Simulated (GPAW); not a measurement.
# HgSe: band structure with LDA

The system is HgSe.

```
CELL_PARAMETERS angstrom
0.00000 3.03900 3.03900
3.03900 0.00000 3.03900
3.03900 3.03900 0.00000
ATOMIC_POSITIONS crystal
Hg 0.00000 0.00000 0.00000
Se 0.75000 0.75000 0.75000
```

```
Program                   : GPAW 26.7.0
Task                      : band structure
Functional                : LDA
Potentials or basis       : the program's PAW data sets (release 1.2.1) made for this functional
Cutoff                    : 600 eV
Basis                     : pw
k mesh                    : 6 × 6 × 6
Occupations               : fermi-dirac, width 0.05 eV
Spin                      : spin-orbit coupling, no magnetisation
Maxiter                   : 150
Band path                 : GXWKGLUWLK,UX
Band points               : 80
spin axis theta (degrees) : 0
spin axis phi (degrees)   : 0
Soc after scf             : second variation
```

```yaml
Pressure: -0.1 GPa
Band_gap_along_the_path: none (metal or under the smearing width)
```

Levels at the corners of the path, in eV from the Fermi level:
| point | band 20 | band 21 | band 22 | band 23 | band 24 | band 25 | band 26 | band 27 | band 28 | band 29 |
| --- | --- | --- | --- | --- | --- | --- | --- | --- | --- | --- |
| Γ | -1.19 | -0.26 | -0.26 | -0.01 | -0.01 | -0.01 | -0.01 | 4.29 | 4.29 | 5.89 |
| X | -5.13 | -2.48 | -2.48 | -2.42 | -2.42 | 2.63 | 2.63 | 2.71 | 2.71 | 8.09 |
| W | -5.26 | -3.09 | -2.74 | -2.62 | -2.47 | 3.40 | 3.62 | 4.80 | 4.90 | 5.38 |
| K | -5.19 | -3.17 | -2.93 | -2.06 | -1.96 | 2.72 | 2.79 | 4.23 | 4.25 | 7.47 |
| Γ | -1.19 | -0.26 | -0.26 | -0.01 | -0.01 | -0.01 | -0.01 | 4.29 | 4.29 | 5.89 |
| L | -5.65 | -1.21 | -1.20 | -0.97 | -0.97 | 0.90 | 0.90 | 5.71 | 5.71 | 6.40 |
| U | -5.19 | -3.17 | -2.93 | -2.06 | -1.96 | 2.72 | 2.79 | 4.23 | 4.25 | 7.47 |
| W | -5.26 | -3.09 | -2.74 | -2.62 | -2.47 | 3.40 | 3.62 | 4.80 | 4.90 | 5.38 |
| L | -5.65 | -1.21 | -1.20 | -0.97 | -0.97 | 0.90 | 0.90 | 5.71 | 5.71 | 6.40 |
| K | -5.19 | -3.17 | -2.93 | -2.06 | -1.96 | 2.72 | 2.79 | 4.23 | 4.25 | 7.47 |
| U | -5.19 | -3.17 | -2.93 | -2.06 | -1.96 | 2.72 | 2.79 | 4.23 | 4.25 | 7.47 |
| X | -5.13 | -2.48 | -2.48 | -2.42 | -2.42 | 2.63 | 2.63 | 2.71 | 2.71 | 8.09 |

It took 50 s on 1 thread of Arm Neoverse V1, on a shared host, peak memory 0.3 GiB.

Caveat: spin-orbit coupling was added after a scalar SCF, so levels and gaps hold it while energy, forces, pressure and moments don't; this program's spin-orbit splittings come out too wide for heavy elements.
